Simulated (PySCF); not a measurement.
## Calculated NMR data

One computed conformer, averaged over atoms made equivalent by symmetry, fast rotation or ring inversion, no solvent model, non-relativistic Hamiltonian. GFN2-xTB structure; shieldings: GIAO PBE0/pcSseg-1; PySCF 2.14.

References, each an isolated molecule treated in the same way: ¹H, ¹³C against TMS. Splittings of carbon signals by F and P are missing where no couplings were computed. Where no couplings were computed, multiplicities follow the n + 1 count of equivalent neighbours, and m marks all less simple cases (inequivalent or close neighbours, rings, F or P nearby). Shifts are as computed. Against solution values, carbons near 30 ppm lie about +3 ppm off and those near 130 ppm about +5 ppm. Of 1211 compounds with measured shifts, 218 miss one by over three times the rms of a fit or turn the order of signals round; such compounds aren't used in these exercises.

**1.** `InChI=1S/C8H11P/c1-7(2)8-4-3-5-9-6-8/h3-7H,1-2H3`. ¹H NMR (400 MHz, computed): δ 9.15 (m, 1H), 9.05 (m, 1H), 8.14 (m, 1H), 7.60 (m, 1H), 2.68 (sept, 1H), 1.34 (d, 6H). ¹³C{¹H} NMR (computed): δ 162.3, 160.7, 159.8, 139.5, 134.9, 42.7, 27.0.

**2.** norbornadiene (SMILES C1=C[C@H]2C=C[C@@H]1C2). ¹H NMR (400 MHz, computed): δ 7.21 (m, 4H), 3.47 (m, 2H), 2.19 (m, 2H). ¹³C{¹H} NMR (computed): δ 154.0, 82.0, 53.6.
